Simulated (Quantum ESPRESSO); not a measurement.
# Ta (Im-3m) in Quantum ESPRESSO: further runs

One crystal, Ta, is run at these levels: PBE, PBE+D3(BJ); tasks: band structure, single point, equation of state.

Program: Quantum ESPRESSO 7.5. These are calculated values, not measurements. Logs are shortened: lines on timing, memory, paths and dates and some standing lists are left out, and cuts for length are marked.

**Experimental background.**

“Pressure effects on the electronic structure and superconductivity of (TaNb)0.67(HfZrTi)0.33 high entropy alloy”, 2019, arxiv:1910.08312 quotes, for a bulk crystal of Ta: bulk modulus 194 GPa.

The results are compared with them further down.

### 1 The structure

It takes space group Im-3m (No. 229, cubic). The conventional cell has a = 3.303 Å, b = 3.303 Å, c = 3.303 Å, α = 90.00°, β = 90.00°, γ = 90.00°. Ta (site symmetry m-3m) has 8 Ta at 2.86 Å as nearest neighbours.

### 2 Band structure, PBE

File pw.in:

```
&CONTROL
  calculation = 'scf'
  prefix = 'pwscf'
  outdir = './tmp'
  pseudo_dir = './pseudo'
  tprnfor = .true.
  tstress = .true.
  disk_io = 'low'
/
&SYSTEM
  ibrav = 0
  A = 2.86010086
  nat = 1
  ntyp = 1
  ecutwfc = 58
  nbnd = 12
  occupations = 'smearing'
  smearing = 'fd'
  degauss = 0.00367493
/
&ELECTRONS
  conv_thr = 2d-10
  electron_maxstep = 120
  mixing_beta = 0.5
/
ATOMIC_SPECIES
Ta   180.9479 Ta.upf
CELL_PARAMETERS alat
  -0.5773502687    0.5773502687    0.5773502687
   0.5773502687   -0.5773502687    0.5773502687
   0.5773502687    0.5773502687   -0.5773502687
ATOMIC_POSITIONS alat
Ta     0.0000000000    0.0000000000    0.0000000000
K_POINTS automatic
11 11 11 0 0 0
```

File pp_density.in:

```
&INPUTPP
  prefix = 'pwscf'
  outdir = './tmp'
  filplot = 'density.dat'
  plot_num = 0
/
&PLOT
  nfile = 1
  filepp(1) = 'density.dat'
  iflag = 3
  output_format = 6
  fileout = 'density.cube'
/
```

File pp_potential.in:

```
&INPUTPP
  prefix = 'pwscf'
  outdir = './tmp'
  filplot = 'potential.dat'
  plot_num = 11
/
&PLOT
  nfile = 1
  filepp(1) = 'potential.dat'
  iflag = 3
  output_format = 6
  fileout = 'potential.cube'
/
```

File pp_elf.in:

```
&INPUTPP
  prefix = 'pwscf'
  outdir = './tmp'
  filplot = 'elf.dat'
  plot_num = 8
/
&PLOT
  nfile = 1
  filepp(1) = 'elf.dat'
  iflag = 3
  output_format = 6
  fileout = 'elf.cube'
/
```

File bands.in:

```
&CONTROL
  calculation = 'bands'
  prefix = 'pwscf'
  outdir = './tmp'
  pseudo_dir = './pseudo'
  disk_io = 'low'
  verbosity = 'high'
/
&SYSTEM
  ibrav = 0
  A = 2.86010086
  nat = 1
  ntyp = 1
  ecutwfc = 58
  nbnd = 12
  occupations = 'smearing'
  smearing = 'fd'
  degauss = 0.00367493
/
&ELECTRONS
  conv_thr = 1d-08
  electron_maxstep = 120
  mixing_beta = 0.5
  diago_full_acc = .true.
/
ATOMIC_SPECIES
Ta   180.9479 Ta.upf
CELL_PARAMETERS alat
  -0.5773502687    0.5773502687    0.5773502687
   0.5773502687   -0.5773502687    0.5773502687
   0.5773502687    0.5773502687   -0.5773502687
ATOMIC_POSITIONS alat
Ta     0.0000000000    0.0000000000    0.0000000000
K_POINTS crystal
60
 0.0000000000  0.0000000000  0.0000000000 1
 0.0416666667 -0.0416666667  0.0416666667 1
 0.0833333333 -0.0833333333  0.0833333333 1
 0.1250000000 -0.1250000000  0.1250000000 1
 0.1666666667 -0.1666666667  0.1666666667 1
 0.2083333333 -0.2083333333  0.2083333333 1
 0.2500000000 -0.2500000000  0.2500000000 1
 0.2916666667 -0.2916666667  0.2916666667 1
 0.3333333333 -0.3333333333  0.3333333333 1
 0.3750000000 -0.3750000000  0.3750000000 1
 0.4166666667 -0.4166666667  0.4166666667 1
 0.4583333333 -0.4583333333  0.4583333333 1
 0.5000000000 -0.5000000000  0.5000000000 1
 0.4375000000 -0.4375000000  0.5000000000 1
 0.3750000000 -0.3750000000  0.5000000000 1
 0.3125000000 -0.3125000000  0.5000000000 1
 0.2500000000 -0.2500000000  0.5000000000 1
 0.1875000000 -0.1875000000  0.5000000000 1
 0.1250000000 -0.1250000000  0.5000000000 1
 0.0625000000 -0.0625000000  0.5000000000 1
 0.0000000000  0.0000000000  0.5000000000 1
 0.0000000000  0.0000000000  0.4444444444 1
 0.0000000000  0.0000000000  0.3888888889 1
 0.0000000000  0.0000000000  0.3333333333 1
 0.0000000000  0.0000000000  0.2777777778 1
 0.0000000000  0.0000000000  0.2222222222 1
 0.0000000000  0.0000000000  0.1666666667 1
 0.0000000000  0.0000000000  0.1111111111 1
 0.0000000000  0.0000000000  0.0555555556 1
 0.0000000000  0.0000000000  0.0000000000 1
 0.0227272727  0.0227272727  0.0227272727 1
 0.0454545455  0.0454545455  0.0454545455 1
 0.0681818182  0.0681818182  0.0681818182 1
 0.0909090909  0.0909090909  0.0909090909 1
 0.1136363636  0.1136363636  0.1136363636 1
 0.1363636364  0.1363636364  0.1363636364 1
 0.1590909091  0.1590909091  0.1590909091 1
 0.1818181818  0.1818181818  0.1818181818 1
 0.2045454545  0.2045454545  0.2045454545 1
 0.2272727273  0.2272727273  0.2272727273 1
 0.2500000000  0.2500000000  0.2500000000 1
 0.2708333333  0.1875000000  0.2708333333 1
 0.2916666667  0.1250000000  0.2916666667 1
 0.3125000000  0.0625000000  0.3125000000 1
 0.3333333333  0.0000000000  0.3333333333 1
 0.3541666667 -0.0625000000  0.3541666667 1
 0.3750000000 -0.1250000000  0.3750000000 1
 0.3958333333 -0.1875000000  0.3958333333 1
 0.4166666667 -0.2500000000  0.4166666667 1
 0.4375000000 -0.3125000000  0.4375000000 1
 0.4583333333 -0.3750000000  0.4583333333 1
 0.4791666667 -0.4375000000  0.4791666667 1
 0.5000000000 -0.5000000000  0.5000000000 1
 0.2500000000  0.2500000000  0.2500000000 1
 0.2083333333  0.2083333333  0.2916666667 1
 0.1666666667  0.1666666667  0.3333333333 1
 0.1250000000  0.1250000000  0.3750000000 1
 0.0833333333  0.0833333333  0.4166666667 1
 0.0416666667  0.0416666667  0.4583333333 1
 0.0000000000  0.0000000000  0.5000000000 1
```

Potentials or basis: PseudoDojo 0.4.1 SR PBE standard.

Run with:

```
OMP_NUM_THREADS=1 pw.x -in pw.in > pw.out
OMP_NUM_THREADS=1 pp.x -in pp_density.in > pp_density.out
OMP_NUM_THREADS=1 pp.x -in pp_potential.in > pp_potential.out
OMP_NUM_THREADS=1 pp.x -in pp_elf.in > pp_elf.out
OMP_NUM_THREADS=1 pw.x -in bands.in > bands.out
```

pw.out:

```text
This program is part of the open-source Quantum ESPRESSO suite
     for quantum simulation of materials; please cite
[... 9 lines left out ...]
     --------------------
     sticks:   dense  smooth     PW     G-vecs:    dense   smooth      PW
     Sum         507     507    169                 7155     7155    1409

     Using Slab Decomposition

     bravais-lattice index     =            0
     lattice parameter (alat)  =       5.4048  a.u.
     unit-cell volume          =     121.5399 (a.u.)^3
     number of atoms/cell      =            1
     number of atomic types    =            1
     number of electrons       =        13.00
     number of Kohn-Sham states=           12
     kinetic-energy cutoff     =      58.0000  Ry
     charge density cutoff     =     232.0000  Ry
     scf convergence threshold =      2.0E-10
     mixing beta               =       0.5000
     number of iterations used =            8  plain     mixing
     Exchange-correlation= PBE
                           (   1   4   3   4   0   0   0)

     celldm(1)=   5.404807  celldm(2)=   0.000000  celldm(3)=   0.000000
     celldm(4)=   0.000000  celldm(5)=   0.000000  celldm(6)=   0.000000

     crystal axes: (cart. coord. in units of alat)
               a(1) = (  -0.577350   0.577350   0.577350 )
               a(2) = (   0.577350  -0.577350   0.577350 )
               a(3) = (   0.577350   0.577350  -0.577350 )

     reciprocal axes: (cart. coord. in units 2 pi/alat)
               b(1) = (  0.000000  0.866025  0.866025 )
               b(2) = (  0.866025  0.000000  0.866025 )
               b(3) = (  0.866025  0.866025  0.000000 )

     PseudoPot. # 1 for Ta read from file:
     Ta.upf
     Pseudo is Norm-conserving + core correction, Zval = 13.0
     Generated using ONCVPSP code by D. R. Hamann
     Using radial grid of 1450 points,  8 beta functions with:
                l(1) =   0
                l(2) =   0
                l(3) =   1
                l(4) =   1
                l(5) =   2
                l(6) =   2
                l(7) =   3
                l(8) =   3

     atomic species   valence    mass     pseudopotential
     Ta               13.00   180.94790     Ta( 1.00)

     48 Sym. Ops., with inversion, found

   Cartesian axes

     site n.     atom                  positions (alat units)
         1        Ta     tau(   1) = (   0.0000000   0.0000000   0.0000000  )

     number of k points=    56  Fermi-Dirac smearing, width (Ry)=  0.0037
                       cart. coord. in units 2pi/alat
        k(    1) = (   0.0000000   0.0000000   0.0000000), wk =   0.0015026
        k(    2) = (   0.0787296   0.0787296   0.0000000), wk =   0.0180316
        k(    3) = (   0.1574592   0.1574592   0.0000000), wk =   0.0180316
        k(    4) = (   0.2361887   0.2361887   0.0000000), wk =   0.0180316
        k(    5) = (   0.3149183   0.3149183   0.0000000), wk =   0.0180316
        k(    6) = (   0.3936479   0.3936479   0.0000000), wk =   0.0180316
[... 48 lines left out ...]
        k(   55) = (  -0.7872958  -0.0787296  -0.0787296), wk =   0.0120210
        k(   56) = (  -0.0000000  -0.0000000   0.7872958), wk =   0.0090158

     Dense  grid:     7155 G-vectors     FFT dimensions: (  27,  27,  27)

     Initial potential from superposition of free atoms

     starting charge      12.9991, renormalised to      13.0000
     Starting wfcs are   10 randomized atomic wfcs +    2 random wfcs

     Self-consistent Calculation

     iteration #  1     ecut=    58.00 Ry     beta= 0.50
     Davidson diagonalization with overlap
     ethr =  1.00E-02,  avg # of iterations =  3.5

     Threshold (ethr) on eigenvalues was too large:
     Diagonalizing with lowered threshold

     Davidson diagonalization with overlap
     ethr =  1.73E-04,  avg # of iterations =  2.3

     total energy              =    -130.20550880 Ry
     estimated scf accuracy    <       0.02344335 Ry

     iteration #  2     ecut=    58.00 Ry     beta= 0.50
     Davidson diagonalization with overlap
[... 57 lines left out ...]
    22.2452  22.7138  32.9779  34.4974

          k = 0.3149 0.3149 0.0000 (   908 PWs)   bands (ev):

   -48.5888 -15.5832 -14.9134 -14.6034  13.9191  17.2359  18.7147  22.3415
    23.0383  24.2485  31.3876  32.0877

          k = 0.3936 0.3936 0.0000 (   904 PWs)   bands (ev):

   -48.5711 -15.7509 -14.9695 -14.6045  14.0788  16.9545  19.7991  22.3939
    23.3350  25.9721  30.3096  30.4245

          k = 0.1575 0.0787 0.0787 (   930 PWs)   bands (ev):

   -48.6584 -14.8795 -14.6631 -14.6221  11.5900  18.6482  18.7495  20.3138
    21.6721  22.6104  33.8808  34.7708

          k = 0.2362 0.1575 0.0787 (   913 PWs)   bands (ev):

   -48.6301 -15.1615 -14.7628 -14.6334  12.7536  18.0486  18.2495  21.5146
    21.7405  22.8616  33.9130  35.1622

          k = 0.3149 0.2362 0.0787 (   907 PWs)   bands (ev):

   -48.5991 -15.4517 -14.8818 -14.6379  13.8761  17.4743  18.1102  21.8854
    23.1101  23.6112  32.1921  33.5407

          k = 0.3936 0.3149 0.0787 (   904 PWs)   bands (ev):

   -48.5754 -15.6648 -14.9727 -14.6407  14.3182  17.1016  18.8918  22.2537
    23.3576  25.5802  30.6031  31.4444

          k = 0.4724 0.3936 0.0787 (   896 PWs)   bands (ev):

   -48.5665 -15.7426 -15.0064 -14.6416  14.3525  16.9720  19.5750  22.2194
    23.5873  26.6015  29.7219  30.7437

          k = 0.3149 0.1575 0.1575 (   911 PWs)   bands (ev):

   -48.6029 -15.3808 -14.8650 -14.6794  13.9386  17.5342  17.8484  21.5242
    23.2078  23.5107  32.6968  34.8950

          k = 0.3936 0.2362 0.1575 (   905 PWs)   bands (ev):

   -48.5779 -15.5528 -15.0045 -14.6993  14.8534  17.1717  17.9430  21.9103
    23.3277  25.5890  30.7833  33.3683

          k = 0.4724 0.3149 0.1575 (   900 PWs)   bands (ev):

   -48.5630 -15.6439 -15.1003 -14.7067  15.0590  17.0702  18.5480  22.1653
    23.5424  27.3700  28.9549  32.0431
[... 163 lines left out ...]
   -48.5285 -15.5175 -15.3612 -14.9260  16.2296  16.3090  18.0415  22.3116
    23.5117  28.1759  29.0972  31.6313

          k = 0.0000 0.0000 0.4724 (   908 PWs)   bands (ev):

   -48.5624 -15.2841 -15.0587 -15.0587  15.1727  17.0426  19.9913  19.9913
    22.0712  23.3477  33.1640  36.8279

          k = 0.0000-0.0787 0.5511 (   906 PWs)   bands (ev):

   -48.5370 -15.4361 -15.1633 -15.0946  15.6849  16.2861  20.1656  20.5357
    23.5809  23.7618  32.9092  34.4973

          k =-0.0000-0.1575 0.6298 (   905 PWs)   bands (ev):

   -48.5219 -15.5558 -15.2244 -15.0832  15.5584  16.2243  20.0668  20.4268
    25.3545  25.8392  30.0348  32.3170

          k = 0.0787-0.0787 0.6298 (   901 PWs)   bands (ev):

   -48.5177 -15.4852 -15.2960 -15.1245  15.7161  15.7686  20.0181  21.8653
    23.8271  25.8347  30.8540  32.2451

          k =-0.7873-0.1575-0.1575 (   906 PWs)   bands (ev):

   -48.5105 -15.5040 -15.3590 -15.1203  15.5154  15.7584  19.8317  22.3770
    24.5513  28.0229  28.6672  30.6520

          k = 0.0000 0.0000 0.6298 (   896 PWs)   bands (ev):

   -48.5137 -15.4006 -15.2715 -15.2715  15.5366  15.5653  21.6999  21.6999
    23.8098  23.9960  32.4062  32.4062

          k =-0.0000-0.0787 0.7086 (   896 PWs)   bands (ev):

   -48.4998 -15.4662 -15.3348 -15.2865  15.1489  15.2920  22.1820  22.1987
    25.1111  26.0118  29.5787  30.3700

          k =-0.7873-0.0787-0.0787 (   889 PWs)   bands (ev):

   -48.4931 -15.4280 -15.4280 -15.2978  15.0136  15.0136  22.1610  24.3577
    24.3577  28.2287  28.2287  28.3943

          k =-0.0000-0.0000 0.7873 (   880 PWs)   bands (ev):

   -48.4865 -15.4172 -15.3993 -15.3993  14.7568  14.7991  24.2783  24.2783
    25.1057  26.4417  28.2647  28.2647

     the Fermi energy is    18.4507 ev

!    total energy              =    -130.20770613 Ry
     estimated scf accuracy    <          3.8E-11 Ry
     smearing contrib. (-TS)   =      -0.00061349 Ry
     internal energy E=F+TS    =    -130.20709264 Ry

     The total energy is F=E-TS. E is the sum of the following terms:
     one-electron contribution =     -16.69367624 Ry
     hartree contribution      =      14.65323163 Ry
     xc contribution           =     -29.61882456 Ry
     ewald contribution        =     -98.54782347 Ry

     convergence has been achieved in   7 iterations

     Forces acting on atoms (cartesian axes, Ry/au):

     atom    1 type  1   force =     0.00000000    0.00000000    0.00000000

     Total force =     0.000000     Total SCF correction =     0.000000

     Computing stress (Cartesian axis) and pressure

          total   stress  (Ry/bohr**3)                   (kbar)     P=       25.51
   0.00017343   0.00000000   0.00000000           25.51        0.00        0.00
   0.00000000   0.00017343   0.00000000            0.00       25.51        0.00
   0.00000000   0.00000000   0.00017343            0.00        0.00       25.51

=------------------------------------------------------------------------------=
   JOB DONE.
=------------------------------------------------------------------------------=
```

Wall time 10 s (1 thread of Intel Xeon Platinum 8375C at 2.90GHz (Ice Lake), shared host); peak memory 0.09 GiB.

Results:

```yaml
Free_energy: -1771.5661 eV
Pressure: 2.6 GPa
Band_gap_on_the_k_mesh: none (metal or under the smearing width)
```

Levels at the corners of the path, in eV from the Fermi level:
```csv
point,band 4,band 5,band 6,band 7,band 8,band 9
Γ,-33.05,-7.91,0.74,0.74,0.74,4.02
H,-33.87,-3.79,-3.79,6.85,6.85,6.85
N,-33.06,-4.37,-1.53,1.59,3.90,4.93
Γ,-33.05,-7.91,0.74,0.74,0.74,4.02
P,-33.64,-1.22,-1.22,-1.22,5.11,5.11
H,-33.87,-3.79,-3.79,6.85,6.85,6.85
P,-33.64,-1.22,-1.22,-1.22,5.11,5.11
N,-33.06,-4.37,-1.53,1.59,3.90,4.93
```

Caveat: spin-orbit coupling is left out, which moves the levels of the heavy elements.

### 3 Single point, PBE+D3(BJ), 16.93 Å³/atom

File pw.in:

```
&CONTROL
  calculation = 'scf'
  prefix = 'pwscf'
  outdir = './tmp'
  pseudo_dir = './pseudo'
  tprnfor = .true.
  tstress = .true.
  disk_io = 'nowf'
/
&SYSTEM
  ibrav = 0
  nat = 1
  ntyp = 1
  ecutwfc = 58
  nbnd = 12
  occupations = 'smearing'
  smearing = 'fd'
  degauss = 0.00367493
  vdw_corr = 'grimme-d3'
  dftd3_version = 4
/
&ELECTRONS
  conv_thr = 2d-10
  electron_maxstep = 120
  mixing_beta = 0.5
/
ATOMIC_SPECIES
Ta   180.9479 Ta.upf
CELL_PARAMETERS angstrom
  -1.6175709496    1.6175709496    1.6175709496
   1.6175709496   -1.6175709496    1.6175709496
   1.6175709496    1.6175709496   -1.6175709496
ATOMIC_POSITIONS crystal
Ta     0.0000000000    0.0000000000    0.0000000000
K_POINTS automatic
11 11 11 0 0 0
```

Potentials or basis: PseudoDojo 0.4.1 SR PBE standard.

Run with:

```
OMP_NUM_THREADS=1 pw.x -in pw.in > pw.out
```

Run time: 5 s. Hardware: 1 thread of Intel Xeon Platinum 8375C at 2.90GHz (Ice Lake), shared host; peak memory 0.09 GiB.

The run converged. Its results:

```yaml
Free_energy: -1772.1336 eV
Pressure: 11.6 GPa
Band_gap_on_the_k_mesh: none (metal or under the smearing width)
```

Caveat: pairwise dispersion overbinds metals, which lowers pressure and volume.

### 4 Single point, PBE+D3(BJ), 17.29 Å³/atom

Changes to pw.in since step 3:

```diff
@@ -29,5 +29,5 @@
 CELL_PARAMETERS angstrom
-  -1.6175709496    1.6175709496    1.6175709496
-   1.6175709496   -1.6175709496    1.6175709496
-   1.6175709496    1.6175709496   -1.6175709496
+  -1.6289626696    1.6289626696    1.6289626696
+   1.6289626696   -1.6289626696    1.6289626696
+   1.6289626696    1.6289626696   -1.6289626696
 ATOMIC_POSITIONS crystal
```

Run with:

```
OMP_NUM_THREADS=1 pw.x -in pw.in > pw.out
```

Run time: 4.9 s. Hardware: 1 thread of Intel Xeon Platinum 8375C at 2.90GHz (Ice Lake), shared host; peak memory 0.09 GiB.

The run converged. Its results:

| Quantity | Value |
| --- | --- |
| Free energy | -1772.1539 eV |
| Pressure | 6.4 GPa |
| Band gap on the k mesh | none (metal or under the smearing width) |

Caveat: pairwise dispersion overbinds metals, which lowers pressure and volume.

### 5 Single point, PBE+D3(BJ), 17.65 Å³/atom

Changes to pw.in since step 4:

```diff
@@ -29,5 +29,5 @@
 CELL_PARAMETERS angstrom
-  -1.6289626696    1.6289626696    1.6289626696
-   1.6289626696   -1.6289626696    1.6289626696
-   1.6289626696    1.6289626696   -1.6289626696
+  -1.6401972500    1.6401972500    1.6401972500
+   1.6401972500   -1.6401972500    1.6401972500
+   1.6401972500    1.6401972500   -1.6401972500
 ATOMIC_POSITIONS crystal
```

Run with:

```
OMP_NUM_THREADS=1 pw.x -in pw.in > pw.out
```

Run time: 4.9 s. Hardware: 1 thread of Intel Xeon Platinum 8375C at 2.90GHz (Ice Lake), shared host; peak memory 0.09 GiB.

Results (log left out):

| Quantity | Value |
| --- | --- |
| Free energy | -1772.1630 eV |
| Pressure | 1.8 GPa |
| Band gap on the k mesh | none (metal or under the smearing width) |

Caveat: pairwise dispersion overbinds metals, which lowers pressure and volume.

### 6 Single point, PBE+D3(BJ), 18.01 Å³/atom

Changes to pw.in since step 5:

```diff
@@ -29,5 +29,5 @@
 CELL_PARAMETERS angstrom
-  -1.6401972500    1.6401972500    1.6401972500
-   1.6401972500   -1.6401972500    1.6401972500
-   1.6401972500    1.6401972500   -1.6401972500
+  -1.6512800000    1.6512800000    1.6512800000
+   1.6512800000   -1.6512800000    1.6512800000
+   1.6512800000    1.6512800000   -1.6512800000
 ATOMIC_POSITIONS crystal
```

Potentials or basis: PseudoDojo 0.4.1 SR PBE standard.

Run with:

```
OMP_NUM_THREADS=1 pw.x -in pw.in > pw.out
```

Wall time 7 s (1 thread of Intel Xeon Platinum 8375C at 2.90GHz (Ice Lake), shared host); peak memory 0.09 GiB.

It converged, with:

```
Free energy            : -1772.1622 eV
Pressure               : -2.4 GPa
Band gap on the k mesh : none (metal or under the smearing width)
```

Caveat: pairwise dispersion overbinds metals, which lowers pressure and volume.

### 7 Single point, PBE+D3(BJ), 18.37 Å³/atom

Changes to pw.in since step 6:

```diff
@@ -29,5 +29,5 @@
 CELL_PARAMETERS angstrom
-  -1.6512800000    1.6512800000    1.6512800000
-   1.6512800000   -1.6512800000    1.6512800000
-   1.6512800000    1.6512800000   -1.6512800000
+  -1.6622159478    1.6622159478    1.6622159478
+   1.6622159478   -1.6622159478    1.6622159478
+   1.6622159478    1.6622159478   -1.6622159478
 ATOMIC_POSITIONS crystal
```

Run with:

```
OMP_NUM_THREADS=1 pw.x -in pw.in > pw.out
```

Wall time 6.9 s (1 thread of Intel Xeon Platinum 8375C at 2.90GHz (Ice Lake), shared host); peak memory 0.09 GiB.

Results (log left out):

- Free energy: -1772.1526 eV
- Pressure: -6.1 GPa
- Band gap on the k mesh: none (metal or under the smearing width)

Caveat: pairwise dispersion overbinds metals, which lowers pressure and volume.

### 8 Single point, PBE+D3(BJ), 18.73 Å³/atom

Changes to pw.in since step 7:

```diff
@@ -29,5 +29,5 @@
 CELL_PARAMETERS angstrom
-  -1.6622159478    1.6622159478    1.6622159478
-   1.6622159478   -1.6622159478    1.6622159478
-   1.6622159478    1.6622159478   -1.6622159478
+  -1.6730098603    1.6730098603    1.6730098603
+   1.6730098603   -1.6730098603    1.6730098603
+   1.6730098603    1.6730098603   -1.6730098603
 ATOMIC_POSITIONS crystal
```

Run with:

```
OMP_NUM_THREADS=1 pw.x -in pw.in > pw.out
```

Run time: 7 s. Hardware: 1 thread of Intel Xeon Platinum 8375C at 2.90GHz (Ice Lake), shared host; peak memory 0.09 GiB.

Results (log left out):

| Quantity | Value |
| --- | --- |
| Free energy | -1772.1350 eV |
| Pressure | -9.5 GPa |
| Band gap on the k mesh | none (metal or under the smearing width) |

Caveat: pairwise dispersion overbinds metals, which lowers pressure and volume.

(Part 1 of 2 ends here.)
